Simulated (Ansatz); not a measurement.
Input and command of a plane-wave DFT calculation in Ansatz:

```yaml
crystal:
  lattice:
    - [5.3253109066, 0.0, 0.0]
    - [-2.6626554533, 4.6118545282, 0.0]
    - [0.0, 0.0, 5.5410855913]
  atoms:
    - { symbol: Si, position: [0.0, 0.5, 0.3333333333] }
    - { symbol: Si, position: [0.5, 0.5, 0.6666666667] }
    - { symbol: Si, position: [0.5, 0.0, 0.0] }
    - { symbol: O, position: [0.5834989524, 0.7917494762, 0.8333333333] }
    - { symbol: O, position: [0.7917494762, 0.5834989524, 0.5] }
    - { symbol: O, position: [0.7917494762, 0.2082505238, 0.1666666667] }
    - { symbol: O, position: [0.4165010476, 0.2082505238, 0.8333333333] }
    - { symbol: O, position: [0.2082505238, 0.4165010476, 0.5] }
    - { symbol: O, position: [0.2082505238, 0.7917494762, 0.1666666667] }
basis:
  ecutwfc: 500
kpoints:
  mp_grid: { grid: [6, 6, 4] }
hamiltonian:
  xc: r2scan
scf:
  occupations: { method: gaussian, width: 0.05 }
output:
  forces: true
  stress: true
  eigenvalues: true
```

```bash
ansatz run input.yaml --threads 2 --pin off --max-ram 5120MiB --backend cpu --events-out ev --progress --plain --runs-dir out
```

Processor: Arm Neoverse V2, 2 threads, on a host shared with other jobs.

Task: How long does it run, and how much memory does it take?

Result: About 8.5 s on 2 threads of Arm Neoverse V2 (shared host), peak memory 0.62 GiB. It solves 33 bands at 21 k points (the mesh reduced by symmetry) with about 3453 plane waves, in 8 SCF iterations.
